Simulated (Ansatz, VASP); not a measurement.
**CuAu in VASP and in Ansatz**

Contents of INCAR:

```
PREC = Accurate
ENCUT = 520
EDIFF = 1E-6
ISMEAR = 0
SIGMA = 0.15
LREAL = F
LASPH = T
NELM = 60
ALGO = Fast
ISIF = 2
LWAVE = F
LCHARG = F
GGA = PE
NBANDS = 18
```

The input KPOINTS:

```
regular mesh
0
Gamma
  18 18 14
```

Contents of POSCAR:

```
CuAu
1.0
    3.0162085660      0.0000000000      0.0000000000
    0.0000000000      3.0162085660      0.0000000000
    0.0000000000      0.0000000000      3.1627101250
Cu Au
1 1
Direct
    0.5000000000      0.5000000000      0.5000000000
    0.0000000000      0.0000000000      0.0000000000
```

Input for Ansatz:

```yaml
crystal:
  lattice:
    - [3.016208566, 0.0, 0.0]
    - [0.0, 3.016208566, 0.0]
    - [0.0, 0.0, 3.162710125]
  atoms:
    - { symbol: Cu, position: [0.5, 0.5, 0.5] }
    - { symbol: Au, position: [0.0, 0.0, 0.0] }
basis:
  ecutwfc: 420
kpoints:
  mp_grid: { grid: [18, 18, 14] }
hamiltonian:
  xc: pbe
scf:
  occupations: { method: gaussian, width: 0.15 }
output:
  forces: true
  stress: true
  eigenvalues: true
```

Alike in both runs: task single point; functional PBE; k mesh 18 × 18 × 14; occupations gaussian, width 0.15 eV; no spin polarisation.

```csv
,VASP,Ansatz
version,VASP 6.6.1,Ansatz 0.2.0
potentials or method,"VASP PAW PBE potentials, release 64 (Cu, Au)","scalar-relativistic, plane waves, PAW"
plane-wave cutoff (eV),520,420
valence electrons in the cell,22,38
```

```tsv
	VASP	Ansatz	Ansatz less VASP
gap on the k mesh at the Fermi level (eV)	none	none	-
pressure (GPa)	6.3	6.4	+0.10
largest component of the traceless stress (GPa)	0.26	0.26	-0.007
```

A gap of «none» marks a metal or a gap that the smearing closes. The two sets of potentials don't hold the same shells in valence.

Spin-orbit coupling is left out, which matters for the levels of Au.
